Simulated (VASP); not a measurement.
# Ta (Im-3m) in VASP: further runs

The runs below take Ta through relaxation of the atoms, with PBE.

All numbers are computed with VASP 6.6.1; they aren't measurements. Logs are shortened: lines on timing, memory, paths and dates and some standing lists are left out, and cuts for length are marked.

### Step 1. The crystal as given

Symmetry: Im-3m, No. 229, cubic system. Conventional cell: a = 3.321 Å, b = 3.321 Å, c = 3.321 Å, α = 90.00°, β = 90.00°, γ = 90.00°. Ta (site symmetry m-3m) has 8 Ta at 2.88 Å as nearest neighbours.

### Step 2. Relaxation of the atoms, PBE (a relaxed cell with its volume scaled by 0.96)

Input file INCAR:

```
SYSTEM = Ta
  PREC = Accurate
  ENCUT = 600
  EDIFF = 1E-7
  ISMEAR = 1
  SIGMA = 0.1
  LREAL = .FALSE.
  LASPH = .TRUE.
  NELM = 80
  ALGO = Normal
  ISIF = 2
  LWAVE = .FALSE.
  LCHARG = .FALSE.
  GGA = PE
  IBRION = 2
  NSW = 40
  EDIFFG = -0.01
```

Input file KPOINTS:

```
Automatic mesh
0
G
  16 16 16
  0 0 0
```

Input file POSCAR:

```
Ta                                      
1.0
   -1.6382777340      1.6382777340      1.6382777340
    1.6382777340     -1.6382777340      1.6382777340
    1.6382777340      1.6382777340     -1.6382777340
  Ta            
     1
Direct
     0.0000000000000000    0.0000000000000000    0.0000000000000000
```

Potentials or basis: VASP PAW PBE potentials, release 64 (Ta_pv).

Command:

```console
$ cat potpaw_PBE.64/Ta_pv/POTCAR > POTCAR
$ mpirun -np 1 vasp_std > vasp.out
```

OUTCAR:

```text
SYSTEM = Ta
   PREC = Accurate
   ENCUT = 600
   EDIFF = 1E-7
   ISMEAR = 1
   LREAL = .FALSE.
   LASPH = .TRUE.
   NELM = 80
   ISIF = 2
   GGA = PE
   IBRION = 2
   NSW = 40
   EDIFFG = -0.01

 ion  position               nearest neighbor table
   1  0.000  0.000  0.000-

  LATTYP: Found a body centered cubic cell.
 ALAT       =     3.2765554680

  Lattice vectors:

 A1 = (  -1.6382777340,   1.6382777340,   1.6382777340)
 A2 = (   1.6382777340,  -1.6382777340,   1.6382777340)
 A3 = (   1.6382777340,   1.6382777340,  -1.6382777340)

Analysis of symmetry for initial positions (statically):
=====================================================================
 Subroutine PRICEL returns:
 Original cell was already a primitive cell.

 Routine SETGRP: Setting up the symmetry group for a
 body centered cubic supercell.

 Subroutine GETGRP returns: Found 48 space group operations
 (whereof 48 operations were pure point group operations)
 out of a pool of 48 trial point group operations.

The static configuration has the point symmetry O_h .

Analysis of symmetry for dynamics (positions and initial velocities):
=====================================================================
 Subroutine PRICEL returns:
 Original cell was already a primitive cell.

 Routine SETGRP: Setting up the symmetry group for a
 body centered cubic supercell.

 Subroutine GETGRP returns: Found 48 space group operations
 (whereof 48 operations were pure point group operations)
 out of a pool of 48 trial point group operations.

The dynamic configuration has the point symmetry O_h .

 Subroutine INISYM returns: Found 48 space group operations
 (whereof 48 operations are pure point group operations),
 and found     1 'primitive' translations

----------------------------------------------------------------------------------------

                                     Primitive cell

  volume of cell :      17.5882

  direct lattice vectors                    reciprocal lattice vectors
    -1.638277734  1.638277734  1.638277734     0.000000000  0.305198557  0.305198557
     1.638277734 -1.638277734  1.638277734     0.305198557  0.000000000  0.305198557
     1.638277734  1.638277734 -1.638277734     0.305198557  0.305198557  0.000000000

  length of vectors
     2.837580272  2.837580272  2.837580272     0.431615938  0.431615938  0.431615938

  position of ions in fractional coordinates (direct lattice)
     0.000000000  0.000000000  0.000000000

  ion indices of the primitive-cell ions
[... 80 lines left out ...]
   ISIF   =      2    stress and relaxation
   ISYM   =      2    0-nonsym 1-usesym 2-fastsym
   POTIM  = 0.5000    time-step for ionic-motion
   TEBEG  =    0.0;   TEEND  =   0.0 temperature during run
   PSTRESS=    0.0 pullay stress
   NELECT =      11.0000    total number of electrons
   NUPDOWN=      -1.0000    fix difference up-down
   EMIN   =  10.00;   EMAX   =-10.00  energy-range for DOS
   EFERMI =   0.00;   METHOD = LEGACY
   ISMEAR =     1;   SIGMA  =   0.10  broadening in eV -4-tet -1-fermi 0-gaus
   EFERMI_NEDOS =   21; number of points for ismear=-14 and -15
   IALGO  =     38    algorithm
   IMIX   =      4    mixing-type and parameters
     AMIX     =   0.40;   BMIX     =  1.00
     AMIX_MAG =   1.60;   BMIX_MAG =  1.00
  volume/ion in A,a.u.               =      17.59       118.69
  Fermi-wavevector in a.u.,A,eV,Ry     =   1.400011  2.645638 26.667849  1.960032
  Thomas-Fermi vector in A             =   2.523014
   LORBIT       =      0    0 simple, 1 ext, 2 COOP (PROOUT), +10 PAW based schemes
   GGA     = PE    functional components
   LHFCALC =     F    Hartree Fock is set to
   AEXX    =    0.0000 exact exchange contribution
   IVDW    =     0    specifies the selected vdW correction
   LEPSILON=     F    determine dielectric tensor
   LRPA    =     F    only Hartree local field effects (RPA)
 conjugate gradient relaxation of ions
 non-spin polarized calculation
 Methfessel and Paxton  Order N= 1 SIGMA  =   0.10
  energy-cutoff  :      600.00
  volume of cell :       17.59
 maximum number of plane-waves:       604
   NGX = 11   NGY = 11   NGZ = 11

 number of electron      11.0000002 magnetization

 Free energy of the ion-electron system (eV)
  ---------------------------------------------------
  ext. energy  EPLUGINS =         0.00000000
  ---------------------------------------------------
  free energy    TOTEN  =       -11.79039534 eV

  energy without entropy =      -11.78967415  energy(sigma->0) =      -11.79015494

 E-fermi :   5.6570     XC(G=0): -12.7408

 val. band max:        5.6513849424   @ k =   0.3125   0.1250   0.0625
 cond. band min:       5.6639192710   @ k =  -0.3125   0.4375   0.1250
 fundamental gap:      0.0125343286
 Fermi energy:         5.6570477947

 k-point     1 :       0.0000    0.0000    0.0000
  band No.  band energies     occupation
      1     -27.2994      2.00000
      2     -27.2994      2.00000
      3     -27.2994      2.00000
      4      -2.3262      2.00000
      5       6.4130     -0.00000
      6       6.4130     -0.00000
      7       6.4130     -0.00000
      8       9.7716      0.00000
      9       9.7716      0.00000
[... 265 lines left out ...]
 k-point    24 :       0.2500    0.1875    0.0000
  band No.  band energies     occupation
      1     -28.2985      2.00000
      2     -27.7129      2.00000
      3     -27.4094      2.00000
      4       1.9461      2.00000
      5       4.3729      2.00000
      6       5.0672      2.00000
      7       9.1013      0.00000
      8      10.6637      0.00000
      9      12.6172      0.00000

 [... further k-points ...]

------------------------ aborting loop because EDIFF is reached ----------------------------------------

  FORCE on cell =-STRESS in cart. coord.  units (eV):
  Direction    XX          YY          ZZ          XY          YZ          ZX
  --------------------------------------------------------------------------------------
  -------------------------------------------------------------------------------------
  Total        0.9318383      0.9318383      0.9318383     -0.0000000     -0.0000000      0.0000000
  in kB       84.8845335     84.8845335     84.8845335     -0.0000000     -0.0000000      0.0000000
  external PRESSURE =      84.8845335 kB  Pullay stress =       0.0000000 kB

 VOLUME and BASIS-vectors are now :
 -----------------------------------------------------------------------------
  energy-cutoff  :      600.00
  volume of cell :       17.59
      direct lattice vectors                 reciprocal lattice vectors
    -1.638277734  1.638277734  1.638277734     0.000000000  0.305198557  0.305198557
     1.638277734 -1.638277734  1.638277734     0.305198557  0.000000000  0.305198557
     1.638277734  1.638277734 -1.638277734     0.305198557  0.305198557  0.000000000

 POSITION                                       TOTAL-FORCE (eV/Angst)
 -----------------------------------------------------------------------------------
      0.00000      0.00000      0.00000         0.000000      0.000000      0.000000
 -----------------------------------------------------------------------------------
    total drift:                                0.000000      0.000000      0.000000

  FREE ENERGIE OF THE ION-ELECTRON SYSTEM (eV)
  ---------------------------------------------------
  free  energy   TOTEN  =       -11.7903953380 eV

  energy  without entropy=      -11.7896741488  energy(sigma->0) =      -11.79015494

 reached required accuracy - stopping structural energy minimisation
```

OSZICAR:

```text
N       E                     dE             d eps       ncg     rms          rms(c)
DAV:   1     0.519990715044E+02    0.51999E+02   -0.70590E+03  2610   0.130E+03
DAV:   2    -0.115064460896E+02   -0.63506E+02   -0.62554E+02  3419   0.264E+02
DAV:   3    -0.122332420118E+02   -0.72680E+00   -0.70656E+00  2982   0.275E+01
DAV:   4    -0.122371960559E+02   -0.39540E-02   -0.39492E-02  2981   0.179E+00
DAV:   5    -0.122372224346E+02   -0.26379E-04   -0.26376E-04  2942   0.122E-01    0.140E+01
DAV:   6    -0.118965727790E+02    0.34065E+00   -0.37150E-01  2707   0.755E+00    0.691E+00
DAV:   7    -0.117915891547E+02    0.10498E+00   -0.31537E-01  2739   0.660E+00    0.398E-01
DAV:   8    -0.117904239548E+02    0.11652E-02   -0.43938E-03  2833   0.834E-01    0.978E-02
DAV:   9    -0.117904006090E+02    0.23346E-04   -0.11954E-04  2763   0.145E-01    0.331E-02
DAV:  10    -0.117903952860E+02    0.53230E-05   -0.45220E-06  2943   0.315E-02    0.541E-03
DAV:  11    -0.117903953380E+02   -0.52046E-07   -0.22548E-07  2723   0.679E-03
   1 F= -.11790395E+02 E0= -.11790155E+02  d E =-.117904E+02
```

It took 15 s on 1 thread of Intel Xeon Platinum 8488C (Sapphire Rapids), shared host; peak memory 0.16 GiB.

Results:

- Free energy: -11.7904 eV
- Pressure after relaxing: 8.5 GPa
- Band gap on the k mesh: none (metal or under the smearing width)

Final structure:
```
Ta
1.0
    -1.63828    1.63828    1.63828
     1.63828   -1.63828    1.63828
     1.63828    1.63828   -1.63828
Ta
1
Direct
  0.00000 0.00000 0.00000
```

Levels at points of the mesh, in eV from the Fermi level:
| k point | band 1 | band 2 | band 3 | band 4 | band 5 | band 6 | band 7 | band 8 | band 9 |
| --- | --- | --- | --- | --- | --- | --- | --- | --- | --- |
| (0.00, 0.00, 0.00) | -32.96 | -32.96 | -32.96 | -7.98 | 0.76 | 0.76 | 0.76 | 4.11 | 4.11 |
| (0.50, 0.00, 0.00) | -34.22 | -33.36 | -32.97 | -4.46 | -1.59 | 1.72 | 4.01 | 5.07 | 8.05 |
| (0.50, 0.50, 0.50) | -33.84 | -33.84 | -33.84 | -3.92 | -3.92 | 7.05 | 7.05 | 7.05 | 8.90 |

Caveat: the relaxation stopped at its first step, so nothing moved. Spin-orbit coupling is left out, which matters for the levels of Ta.

### Step 3. Relaxation of the atoms, PBE (a relaxed cell with its volume scaled by 0.98)

INCAR is that of step 2.

KPOINTS is that of step 2.

Input file POSCAR:

```
Ta                                      
1.0
   -1.6495765581      1.6495765581      1.6495765581
    1.6495765581     -1.6495765581      1.6495765581
    1.6495765581      1.6495765581     -1.6495765581
  Ta            
     1
Direct
     0.0000000000000000    0.0000000000000000    0.0000000000000000
```

Potentials or basis: VASP PAW PBE potentials, release 64 (Ta_pv).

Command:

```console
$ cat potpaw_PBE.64/Ta_pv/POTCAR > POTCAR
$ mpirun -np 1 vasp_std > vasp.out
```

Wall time 23 s (1 thread of Intel Xeon Platinum 8488C (Sapphire Rapids), shared host); peak memory 0.16 GiB.

The run converged. Its results:

```yaml
Free_energy: -11.8047 eV
Pressure_after_relaxing: 4.1 GPa
Band_gap_on_the_k_mesh: none (metal or under the smearing width)
```

Final structure:
```
CELL_PARAMETERS angstrom
-1.64958 1.64958 1.64958
1.64958 -1.64958 1.64958
1.64958 1.64958 -1.64958
ATOMIC_POSITIONS crystal
Ta 0.00000 0.00000 0.00000
```

Levels at points of the mesh, in eV from the Fermi level:
```tsv
k point	band 1	band 2	band 3	band 4	band 5	band 6	band 7	band 8	band 9
(0.00, 0.00, 0.00)	-33.04	-33.04	-33.04	-7.90	0.76	0.76	0.76	4.04	4.04
(0.50, 0.00, 0.00)	-34.23	-33.42	-33.05	-4.37	-1.53	1.62	3.92	4.95	7.85
(0.50, 0.50, 0.50)	-33.87	-33.87	-33.87	-3.80	-3.80	6.88	6.88	6.88	8.71
```

Caveat: the relaxation stopped at its first step, so nothing moved. The run has no spin-orbit coupling, so splittings on Ta are missing.

### Step 4. Relaxation of the atoms, PBE

INCAR is that of step 3.

KPOINTS is that of step 3.

Input file POSCAR:

```
Ta                                      
1.0
   -1.6607226838      1.6607226838      1.6607226838
    1.6607226838     -1.6607226838      1.6607226838
    1.6607226838      1.6607226838     -1.6607226838
  Ta            
     1
Direct
     0.0000000000000000    0.0000000000000000    0.0000000000000000
```

Command:

```console
$ cat potpaw_PBE.64/Ta_pv/POTCAR > POTCAR
$ mpirun -np 1 vasp_std > vasp.out
```

Wall time 24 s (1 thread of Intel Xeon Platinum 8488C (Sapphire Rapids), shared host); peak memory 0.16 GiB.

Results (log left out):

```yaml
Free_energy: -11.8093 eV
Pressure_after_relaxing: 0.0 GPa
Band_gap_on_the_k_mesh: none (metal or under the smearing width)
```

Final structure:
```
CELL_PARAMETERS angstrom
-1.66072 1.66072 1.66072
1.66072 -1.66072 1.66072
1.66072 1.66072 -1.66072
ATOMIC_POSITIONS crystal
Ta 0.00000 0.00000 0.00000
```

Levels at points of the mesh, in eV from the Fermi level:
| k point | band 2 | band 3 | band 4 | band 5 | band 6 | band 7 | band 8 | band 9 |
| --- | --- | --- | --- | --- | --- | --- | --- | --- |
| (0.00, 0.00, 0.00) | -33.13 | -33.13 | -7.83 | 0.75 | 0.75 | 0.75 | 3.96 | 3.96 |
| (0.50, 0.00, 0.00) | -33.49 | -33.13 | -4.28 | -1.47 | 1.53 | 3.84 | 4.84 | 7.65 |
| (0.50, 0.50, 0.50) | -33.90 | -33.90 | -3.68 | -3.68 | 6.71 | 6.71 | 6.71 | 8.52 |

Caveat: the relaxation stopped at its first step, so nothing moved. Spin-orbit coupling is left out, which matters for the levels of Ta.

### Step 5. Relaxation of the atoms, PBE (a relaxed cell with its volume scaled by 1.02)

INCAR is that of step 4.

KPOINTS is that of step 4.

Input file POSCAR:

```
Ta                                      
1.0
   -1.6717211678      1.6717211678      1.6717211678
    1.6717211678     -1.6717211678      1.6717211678
    1.6717211678      1.6717211678     -1.6717211678
  Ta            
     1
Direct
     0.0000000000000000    0.0000000000000000    0.0000000000000000
```

Command:

```console
$ cat potpaw_PBE.64/Ta_pv/POTCAR > POTCAR
$ mpirun -np 1 vasp_std > vasp.out
```

It took 15 s on 1 thread of Intel Xeon Platinum 8488C (Sapphire Rapids), shared host; peak memory 0.16 GiB.

The run converged. Its results:

```yaml
Free_energy: -11.8049 eV
Pressure_after_relaxing: -3.7 GPa
Band_gap_on_the_k_mesh: none (metal or under the smearing width)
```

Final structure:
```yaml
crystal:
  lattice:
    - [-1.67172, 1.67172, 1.67172]
    - [1.67172, -1.67172, 1.67172]
    - [1.67172, 1.67172, -1.67172]
  atoms:
    - { symbol: Ta, position: [0.00000, 0.00000, 0.00000] }
```

Levels at points of the mesh, in eV from the Fermi level:
```
           k point  band 1  band 2  band 3  band 4  band 5  band 6  band 7  band 8  band 9
(0.00, 0.00, 0.00)  -33.21  -33.21  -33.21   -7.75    0.75    0.75    0.75    3.89    3.89
(0.50, 0.00, 0.00)  -34.25  -33.55  -33.21   -4.20   -1.42    1.45    3.75    4.73    7.45
(0.50, 0.50, 0.50)  -33.94  -33.94  -33.94   -3.57   -3.57    6.55    6.55    6.55    8.34
```

Caveat: the relaxation stopped at its first step, so nothing moved. Spin-orbit coupling is left out, which matters for the levels of Ta.

### Step 6. The runs side by side

```csv
cell,gap on the mesh (eV),pressure (GPa)
atoms relaxed from: a relaxed cell with its volume scaled by 0.96,none,8.5
atoms relaxed from: a relaxed cell with its volume scaled by 0.98,none,4.1
atoms relaxed,none,0.0
atoms relaxed from: a relaxed cell with its volume scaled by 1.02,none,-3.7
```

Alike in all rows: task relaxation of the atoms; level PBE; potentials or basis VASP PAW PBE potentials, release 64 (Ta_pv); no spin polarisation; k mesh 16 × 16 × 16; cutoff (eV) 600; smearing methfessel-paxton 0.1 eV.

Caveats: the relaxation stopped at its first step, so nothing moved.

Total energies depend on the potentials used, so only differences within one code and one set of settings carry meaning.
